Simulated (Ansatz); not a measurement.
# GeSb$_{2}$Te$_{4}$: computed properties

Method: DFT PBEsol, scalar-relativistic, plane waves, PAW in Ansatz 0.2.0.

Plane waves to 420 eV, a k mesh through Γ of 8×8×8 on the computed 7-atom cell and Gaussian smearing (0.10 eV); no spin polarisation.

The structure is relaxed at this level of theory with its symmetry kept. Whether it is the stable form of this composition wasn't checked.

```cif
data_structure
_symmetry_space_group_name_H-M 'I-4m2'
_symmetry_Int_Tables_number 119
_cell_length_a 6.0139
_cell_length_b 6.0139
_cell_length_c 11.8871
_cell_angle_alpha 90.000
_cell_angle_beta 90.000
_cell_angle_gamma 90.000
_cell_volume 429.93
loop_
_atom_site_label
_atom_site_type_symbol
_atom_site_symmetry_multiplicity
_atom_site_Wyckoff_symbol
_atom_site_fract_x
_atom_site_fract_y
_atom_site_fract_z
_atom_site_occupancy
Ge1 Ge 2 a 0.00000 0.00000 0.00000 1
Sb1 Sb 2 b 0.50000 0.50000 0.00000 1
Sb2 Sb 2 d 0.50000 0.00000 0.25000 1
Te1 Te 4 f 0.00000 0.50000 0.00650 1
Te2 Te 4 e 0.00000 0.00000 0.24522 1
```

(1) Formation energy from the elements' standard states (uncorrected)?

(2) Density of states at the Fermi level?

(3) Löwdin character within 0.5 eV of the Fermi level?

(4) Bader charges (e)?

Spin-orbit coupling is left out, which matters for the bands of heavy elements.

## Answers

(1) -0.007 eV/atom.

(2) 0.53 states/eV per cell.

(3) Te 5p 63 %, Sb 5p 19 %.

(4) Ge (1 in the cell) 0.38, Sb (1 in the cell) 0.47, Sb (1 in the cell) 0.53, Te (2 in the cell) -0.32, Te (2 in the cell) -0.37.

Cost: 1 run of about 14 core-minutes, on AMD EPYC 7R43 (Zen 3) (shared hosts).